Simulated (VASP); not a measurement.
Here is a VASP 6.6.1 calculation.

Contents of POSCAR:

```
HgSe
1.0
    0.0000000000      3.0390000000      3.0390000000
    3.0390000000      0.0000000000      3.0390000000
    3.0390000000      3.0390000000      0.0000000000
Hg Se
1 1
Direct
    0.0000000000      0.0000000000      0.0000000000
    0.7500000000      0.7500000000      0.7500000000
```

INCAR.step1

```
SYSTEM = HgSe
PREC = Accurate
ENCUT = 520
EDIFF = 1E-5
ISMEAR = -1
SIGMA = 0.05
LREAL = .False.
LASPH = .True.
NELM = 80
ALGO = Normal
ISIF = 2
LWAVE = .True.
LCHARG = .False.
GGA = PE
```

File INCAR.step2:

```
SYSTEM = HgSe
PREC = Accurate
ENCUT = 520
EDIFF = 1E-6
ISMEAR = -1
SIGMA = 0.05
LREAL = .False.
LASPH = .True.
NELM = 80
ALGO = Normal
ISIF = 2
LWAVE = .False.
LCHARG = .False.
METAGGA = SCAN
LHFCALC = .True.
AEXX = 0.25
LMIXTAU = .True.
PRECFOCK = Fast
HFRCUT = -1
ISTART = 1
```

File KPOINTS:

```
regular mesh
0
Gamma
  4 4 4
  0 0 0
```

KPOINTS_OPT

```
path GXWKGLUWLK,UX
12
line-mode
reciprocal
 0.0000000000  0.0000000000  0.0000000000  G
 0.5000000000  0.0000000000  0.5000000000  X

 0.5000000000  0.0000000000  0.5000000000  X
 0.5000000000  0.2500000000  0.7500000000  W

 0.5000000000  0.2500000000  0.7500000000  W
 0.3750000000  0.3750000000  0.7500000000  K

 0.3750000000  0.3750000000  0.7500000000  K
 0.0000000000  0.0000000000  0.0000000000  G

 0.0000000000  0.0000000000  0.0000000000  G
 0.5000000000  0.5000000000  0.5000000000  L

 0.5000000000  0.5000000000  0.5000000000  L
 0.6250000000  0.2500000000  0.6250000000  U

 0.6250000000  0.2500000000  0.6250000000  U
 0.5000000000  0.2500000000  0.7500000000  W

 0.5000000000  0.2500000000  0.7500000000  W
 0.5000000000  0.5000000000  0.5000000000  L

 0.5000000000  0.5000000000  0.5000000000  L
 0.3750000000  0.3750000000  0.7500000000  K

 0.6250000000  0.2500000000  0.6250000000  U
 0.5000000000  0.0000000000  0.5000000000  X
```

Potentials or basis: VASP PAW PBE potentials, release 64 (Hg, Se).

Launch:

```bash
$ cat potpaw_PBE.64/Hg/POTCAR potpaw_PBE.64/Se/POTCAR > POTCAR
$ cp INCAR.step1 INCAR
$ mpirun -np 1 vasp_std > vasp.out
$ cp INCAR.step2 INCAR
$ mpirun -np 1 vasp_std > vasp.out
```

Problem. What does it give for the band gap along the path?

Solution. 0.07 eV, indirect (least direct gap 0.14 eV).

Problem. Predict the pressure.

Solution. 1.5 GPa.

Levels at the corners of the path, in eV from the valence-band top:
| point | band 6 | band 7 | band 8 | band 9 | band 10 | band 11 | band 12 | band 13 |
| --- | --- | --- | --- | --- | --- | --- | --- | --- |
| Γ | -8.11 | -0.51 | -0.49 | -0.49 | 0.07 | 6.82 | 6.82 | 6.83 |
| X | -7.69 | -6.20 | -3.09 | -3.08 | 3.95 | 4.03 | 10.01 | 11.70 |
| X | -7.69 | -6.20 | -3.09 | -3.08 | 3.95 | 4.03 | 10.01 | 11.70 |
| W | -7.43 | -6.38 | -3.52 | -3.24 | 5.02 | 6.33 | 7.56 | 8.71 |
| W | -7.43 | -6.38 | -3.52 | -3.24 | 5.02 | 6.33 | 7.56 | 8.71 |
| K | -7.52 | -6.33 | -3.75 | -2.62 | 4.14 | 5.76 | 9.33 | 9.89 |
| K | -7.52 | -6.33 | -3.75 | -2.62 | 4.14 | 5.76 | 9.34 | 10.00 |
| Γ | -8.11 | -0.51 | -0.49 | -0.49 | 0.07 | 6.82 | 6.82 | 6.83 |
| Γ | -8.11 | -0.51 | -0.49 | -0.49 | 0.07 | 6.82 | 6.82 | 6.83 |
| L | -7.75 | -6.62 | -1.60 | -1.57 | 2.20 | 7.64 | 7.64 | 8.44 |
| L | -7.75 | -6.62 | -1.60 | -1.57 | 2.20 | 7.64 | 7.64 | 8.44 |
| U | -7.52 | -6.34 | -3.75 | -2.61 | 4.13 | 5.77 | 9.34 | 9.89 |
| U | -7.52 | -6.34 | -3.75 | -2.61 | 4.13 | 5.77 | 9.33 | 9.89 |
| W | -7.43 | -6.38 | -3.52 | -3.24 | 5.02 | 6.33 | 7.56 | 8.71 |
| W | -7.43 | -6.38 | -3.52 | -3.24 | 5.02 | 6.33 | 7.56 | 8.71 |
| L | -7.75 | -6.62 | -1.60 | -1.57 | 2.20 | 7.64 | 7.64 | 8.44 |
| L | -7.75 | -6.62 | -1.60 | -1.57 | 2.20 | 7.64 | 7.64 | 8.44 |
| K | -7.52 | -6.33 | -3.75 | -2.62 | 4.14 | 5.76 | 9.33 | 9.94 |
| U | -7.52 | -6.34 | -3.75 | -2.61 | 4.13 | 5.77 | 9.33 | 9.89 |
| X | -7.69 | -6.20 | -3.09 | -3.08 | 3.95 | 4.03 | 10.01 | 11.70 |

Caveat: the k mesh is coarse (spacing up to 0.45 Å⁻¹), so the values aren't converged, least of all with exact exchange; the PAW data sets were made with another functional, which shifts forces and pressure a little; spin-orbit coupling is left out, which moves the levels of the heavy elements.
